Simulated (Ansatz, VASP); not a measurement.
# Two plane-wave programs on RbH2

INCAR

```
PREC = Accurate ; ENCUT = 520
EDIFF = 1E-6 ; ISMEAR = 0
SIGMA = 0.1 ; LREAL = False
LASPH = True ; NELM = 80
ALGO = Normal ; ISIF = 2
LWAVE = False ; LCHARG = False
GGA = PE ; NBANDS = 26
```

Contents of KPOINTS:

```
regular mesh
0
Gamma
  6 6 4
```

File POSCAR:

```
RbH2
1.0
    5.9319465972      0.0000000000      0.0000000000
   -2.9659732986      5.1372164470      0.0000000000
    0.0000000000      0.0000000000      6.5259880511
Rb H
3 6
Direct
    0.4650000000      0.0000000000      0.3333333333
    0.0000000000      0.4650000000      0.6666666667
    0.5350000000      0.5350000000      0.0000000000
    0.4150000000      0.2720000000      0.2130000000
    0.7280000000      0.1430000000      0.5463333333
    0.8570000000      0.5850000000      0.8796666667
    0.2720000000      0.4150000000      0.7870000000
    0.1430000000      0.7280000000      0.4536666667
    0.5850000000      0.8570000000      0.1203333333
```

Input for Ansatz:

```yaml
crystal:
  lattice:
    - [5.9319465972, 0.0, 0.0]
    - [-2.9659732986, 5.137216447, 0.0]
    - [0.0, 0.0, 6.5259880511]
  atoms:
    - { symbol: Rb, position: [0.465, 0.0, 0.3333333333] }
    - { symbol: Rb, position: [0.0, 0.465, 0.6666666667] }
    - { symbol: Rb, position: [0.535, 0.535, 0.0] }
    - { symbol: H, position: [0.415, 0.272, 0.213] }
    - { symbol: H, position: [0.728, 0.143, 0.5463333333] }
    - { symbol: H, position: [0.857, 0.585, 0.8796666667] }
    - { symbol: H, position: [0.272, 0.415, 0.787] }
    - { symbol: H, position: [0.143, 0.728, 0.4536666667] }
    - { symbol: H, position: [0.585, 0.857, 0.1203333333] }
basis:
  ecutwfc: 420
kpoints:
  mp_grid: { grid: [6, 6, 4] }
hamiltonian:
  xc: pbe
scf:
  occupations: { method: gaussian, width: 0.1 }
  lower_state_search: "off"
output:
  forces: true
  stress: true
  eigenvalues: true
```

Alike in both runs: task single point; functional PBE; k mesh 6 × 6 × 4; occupations gaussian, width 0.1 eV; no spin polarisation.

|  | VASP | Ansatz |
| --- | --- | --- |
| version | VASP 6.6.1 | Ansatz 0.2.0 |
| potentials or method | VASP PAW PBE potentials, release 64 (Rb_sv, H) | scalar-relativistic, plane waves, PAW |
| plane-wave cutoff (eV) | 520 | 420 |
| valence electrons in the cell | 33 | 33 |

Ansatz gave:

- gap on the k mesh at the Fermi level (eV): none
- pressure (GPa): 16.1
- largest component of the traceless stress (GPa): 1.55
- rms of the force components (eV/Å): 0.758

Task: Which values does VASP return?

Result: gap on the k mesh at the Fermi level (eV): none; pressure (GPa): 16.2; largest component of the traceless stress (GPa): 1.55; rms of the force components (eV/Å): 0.767.

Atom by atom the forces differ by 0.009 eV/Å (rms over components). A gap of «none» marks a metal or a gap that the smearing closes. With one functional, cell and mesh, what is left measures potentials, basis and numerics.

Caveats: so large a pressure means that the cell lies far from this level's equilibrium, or that cutoff or potentials fall short (VASP); forces of over 1 eV/Å show positions far from the minimum, so gaps and moduli don't describe the material at rest.
